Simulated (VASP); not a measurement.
A run of VASP 6.6.1:

Contents of INCAR:

```
SYSTEM = BAs
PREC     = Accurate       ! precision mode
ENCUT    = 520            ! plane-wave cutoff, eV
EDIFF    = 1E-7           ! SCF threshold, eV
ISMEAR   = 0              ! smearing method
SIGMA    = 0.02           ! smearing width, eV
LREAL    = .False.        ! projectors in reciprocal space
LASPH    = .True.         ! aspherical terms in the spheres
NELM     = 60             ! most SCF steps
ALGO     = Normal         ! electronic algorithm
ISIF     = 2              ! what is computed and relaxed
LWAVE    = .False.        ! write WAVECAR
LCHARG   = .False.        ! write CHGCAR
GGA      = PE             ! functional
NBANDS   = 11             ! bands
```

Contents of KPOINTS:

```
Automatic mesh
0
Gamma
  4 4 4
  0 0 0
```

The input POSCAR:

```
BAs                                     
1.0
    0.0000000000      2.4588730049      2.4588730049
    2.4588730049      0.0000000000      2.4588730049
    2.4588730049      2.4588730049      0.0000000000
  B               As            
     1     1
Direct
     0.0000000000000000    0.0000000000000000    0.0000000000000000
     0.2500000000000000    0.2500000000000000    0.2500000000000000
```

Potentials or basis: VASP PAW PBE potentials, release 64 (B, As).

Launch:

```sh
$ cat potpaw_PBE.64/B/POTCAR potpaw_PBE.64/As/POTCAR > POTCAR
$ mpirun -np 1 vasp_std > vasp.out
```

Hardware: 1 thread of Intel(R) Xeon(R) 6975P-C (Granite Rapids), on a shared host.

Problem. How long does it take, and how much memory?

Solution. Wall time 3.3 s on 1 thread of Intel(R) Xeon(R) 6975P-C (Granite Rapids) (shared host), peak memory 0.15 GiB. Counts: scf iterations 13, k points 8.
